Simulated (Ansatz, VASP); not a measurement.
# Co in VASP and in Ansatz

INCAR

```
PREC = Accurate ; ENCUT = 520
EDIFF = 1E-6 ; ISMEAR = -1
SIGMA = 0.05 ; LREAL = False
LASPH = True ; NELM = 150
ALGO = Normal ; ISIF = 2
LWAVE = False ; LCHARG = False
ISPIN = 2 ; MAGMOM = 2 2
LORBIT = 11 ; LMAXMIX = 4
GGA = PS ; NBANDS = 20
```

KPOINTS

```
regular mesh
0
Gamma
  12 12 7
```

Contents of POSCAR:

```
Co
1.0
    2.4215367659      0.0000000000      0.0000000000
   -1.2107683830      2.0971123555      0.0000000000
    0.0000000000      0.0000000000      3.9390568819
Co
2
Direct
    0.6666666667      0.3333333333      0.7500000000
    0.3333333333      0.6666666667      0.2500000000
```

input.yaml

```yaml
crystal:
  lattice:
    - [2.4215367659, 0.0, 0.0]
    - [-1.210768383, 2.0971123555, 0.0]
    - [0.0, 0.0, 3.9390568819]
  atoms:
    - { symbol: Co, position: [0.6666666667, 0.3333333333, 0.75], spin: 2.0 }
    - { symbol: Co, position: [0.3333333333, 0.6666666667, 0.25], spin: 2.0 }
kpoints:
  mp_grid: { grid: [12, 12, 7] }
scf:
  occupations: { method: fermi_dirac, width: 0.05 }
hamiltonian:
  xc: pbesol
  pseudopotentials: { kind: all_electron, lapw: { basis_error: 0.001 } }
magnetization:
  spin_polarized: true
output:
  forces: true
  stress: true
  eigenvalues: true
```

Change from the starting cell: volume scaled by 0.94.

Alike in both runs: task single point; functional PBEsol; k mesh 12 × 12 × 7; occupations fermi-dirac, width 0.05 eV; collinear spin.

|  | VASP | Ansatz |
| --- | --- | --- |
| version | VASP 6.6.1 | Ansatz 0.2.0 |
| potentials or method | VASP PAW PBE potentials, release 64 (Co) | all-electron LAPW, scalar-relativistic |
| plane-wave cutoff (eV) | 520 | see its input |

Ansatz gave:

* gap on the k mesh at the Fermi level (eV): none
* pressure (GPa): 9.0
* largest component of the traceless stress (GPa): 1.97
* net moment per atom (μB): 1.52
* size of the moment on the site where the two differ most (μB): 1.56

Question: Which values does VASP return?

Answer: gap on the k mesh at the Fermi level (eV): none; pressure (GPa): 7.9; largest component of the traceless stress (GPa): 1.94; net moment per atom (μB): 1.51; size of the moment on the site where the two differ most (μB): 1.51.

Site moments also hang on the region over which each program counts them. A gap of «none» marks a metal or a gap that the smearing closes. Ansatz ran all-electron here, so the differences hold the error of VASP's frozen core and of both bases.

Caveats: the PAW data sets were made with another functional, which shifts forces and pressure a little (VASP).
